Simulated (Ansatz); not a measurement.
Take a crystal in which Cd has been replaced by Mg on all its sites, with the cell rescaled by a rough guess (in some cases also distorted within its space group) and nothing relaxed:

```cif
data_structure
_symmetry_space_group_name_H-M 'P 1'
_symmetry_Int_Tables_number 1
_cell_length_a 4.3400
_cell_length_b 4.3400
_cell_length_c 4.3400
_cell_angle_alpha 60.000
_cell_angle_beta 60.000
_cell_angle_gamma 60.000
_cell_volume 57.80
loop_
_atom_site_label
_atom_site_type_symbol
_atom_site_fract_x
_atom_site_fract_y
_atom_site_fract_z
_atom_site_occupancy
Mg1 Mg 0.00000 0.00000 0.00000 1
Te1 Te 0.75000 0.75000 0.75000 1
```

Method: DFT PBE, scalar-relativistic, plane waves, PAW (Ansatz).

Plane waves to 420 eV, a k mesh through Γ of 6×6×6 on the computed 2-atom cell and Gaussian smearing (0.02 eV); no spin polarisation.

(1) What pressure does the cell carry?

(2) Is it a metal on this mesh?

(3) What is its energy against the elements in their standard states?

Spin-orbit coupling is left out, which matters for the bands of heavy elements.

Answers

(1) The pressure is 8.6 GPa (positive in compression), so the cell would expand.

(2) No: the gap is 2.59 eV, the least direct gap 3.15 eV.

(3) -0.752 eV/atom at this unrelaxed geometry, with the elements in the same functional.

This zinc-blende form isn't the usual stable structure of the compound.